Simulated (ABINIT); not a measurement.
Crystal: CsPbBr3.

```
CELL_PARAMETERS angstrom
5.87000 0.00000 0.00000
0.00000 5.87000 0.00000
0.00000 0.00000 5.87000
ATOMIC_POSITIONS crystal
Pb 0.50000 0.50000 0.50000
Cs 0.00000 0.00000 0.00000
Br 0.50000 0.50000 0.00000
Br 0.50000 0.00000 0.50000
Br 0.00000 0.50000 0.50000
```

Measurements of this composition are mostly on another form, of space group No. 62.

Base run:

| Quantity | Value |
| --- | --- |
| Program | ABINIT 10.8.3 (patched build) |
| Functional | LDA |
| Potentials or basis | PseudoDojo NC SR LDA v0.4.1 standard |
| Cutoff | 707 eV |
| k mesh | 4 × 4 × 4 |
| Occupations | fermi-dirac, width 0.05 eV |
| Spin | no spin polarisation |

Its results: band gap on the k mesh 1.39 eV, direct; pressure -1.1 GPa.

**Question.** The run is repeated on the same cell with these changes: functional from LDA to PBE; potentials or basis from PseudoDojo NC SR LDA v0.4.1 standard to PseudoDojo NC SR PBE v0.4.1 standard. What comes out?

**Answer.** Band gap on the k mesh 1.53 eV, direct; pressure 1.6 GPa.

Caveats: spin-orbit coupling is left out, which as a rule narrows the gap of such compounds by several tenths of an eV.

A k mesh can miss the band edges.
